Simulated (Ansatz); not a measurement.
Write the native input for Ansatz 0.2.0 that does the following.

| Item | Value |
| --- | --- |
| Task | relaxation of cell and atoms |
| Functional | PBEsol |
| Dispersion | D4 |
| Potentials or basis | Ansatz PAW |
| Cutoff | 420 eV (not typed: the program's choice for these potentials) |
| k mesh | 8 × 8 × 5 |
| Occupations | fermi-dirac, width 0.05 eV |
| Spin | no spin polarisation |

Crystal: PtSe2 (Sudovikovite).

```
Pt Se
1.0
     3.72400    0.00000    0.00000
    -1.86200    3.22508    0.00000
     0.00000    0.00000    5.06200
Pt Se
1 2
Cartesian
  0.0000 0.0000 0.0000
  1.8620 1.0750 3.7965
  0.0000 2.1501 1.2655
```

The input as run:

input.yaml

```yaml
crystal:
  lattice:
    - [3.724, 0.0, 0.0]
    - [-1.862, 3.2250786037, 0.0]
    - [0.0, 0.0, 5.062]
  atoms:
    - { symbol: Pt, position: [0.0, 0.0, 0.0] }
    - { symbol: Se, position: [0.6666666667, 0.3333333333, 0.75] }
    - { symbol: Se, position: [0.3333333333, 0.6666666667, 0.25] }
hamiltonian:
  xc: pbesol
  pseudopotentials: { kind: paw }
  dispersion: d4
kpoints:
  mp_grid: { grid: [8, 8, 5] }
scf:
  occupations: { method: fermi_dirac, width: 0.05 }
output:
  forces: true
  stress: true
relax:
  f_tol: 0.01
  max_steps: 40
  cell: { stress_tol: 0.05 }
```

Potentials or basis: Ansatz PAW.

Launch:

```bash
$ ansatz run input.yaml --threads 2 --pin off --max-ram 5632MiB --backend cpu --events-out ev --progress --plain --runs-dir out
```

Results of the run:

| Item | Value |
| --- | --- |
| Relaxed volume | 19.06 Å³/atom |
| Relaxed cell | a = 3.745 Å, b = 3.745 Å, c = 4.708 Å, α = 90.00°, β = 90.00°, γ = 120.00° |
| Space group after relaxing (to 0.05 Å) | P-3m1 (No. 164) |
| Energy gained by relaxing | 20.4 meV/atom |
| Ionic steps | 7 |
| Pressure after relaxing | 0.0 GPa |

Caveat: the plane-wave basis is chosen anew once the cell has moved, so the energies of steps on either side of that aren't comparable; the PAW data sets come from PBE, with cores solved anew for the run's functional, which leaves a small shift of forces and pressure.

Wall time 72 s on 2 threads of Intel(R) Xeon(R) Processor @ 2.50GHz (Skylake/Cascade Lake) (shared host), peak memory 0.42 GiB.
